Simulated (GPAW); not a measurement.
Te2Mo, 6 atoms in the cell. The structure is hexagonal, space group P6_3/mmc (No. 194). Conventional cell: a = 3.518 Å, b = 3.518 Å, c = 13.974 Å, α = 90.00°, β = 90.00°, γ = 120.00°. Te (site symmetry 3m) is surrounded by 3 Mo at 2.72 Å. Mo (site symmetry -6m2) is surrounded by 6 Te at 2.72 Å. 

```yaml
Program: GPAW 26.7.0
Task: band structure
Functional: PBE
Potentials_or_basis: GPAW PAW data sets (gpaw-data 1.2.1)
Basis: fd
Grid_spacing: 0.2 Å
k_mesh: 5 × 5 × 2
Occupations: fermi-dirac, width 0.05 eV
Spin: no spin polarisation
Maxiter: 150
Band_path: GMKGALHA,LM,KH
Band_points: 80
```

Potentials or basis: GPAW PAW data sets (gpaw-data 1.2.1), fd.

Run with:

```console
$ OMP_NUM_THREADS=1 python run.py
```

Hardware: 1 thread of Arm Neoverse V2, with other jobs on the host.

How long does it take, and how much memory?

It took 18 min on 1 thread of Arm Neoverse V2, with other jobs on the host, peak memory 2.3 GiB. Counts: scf iterations 24, bands 46, k points 10.
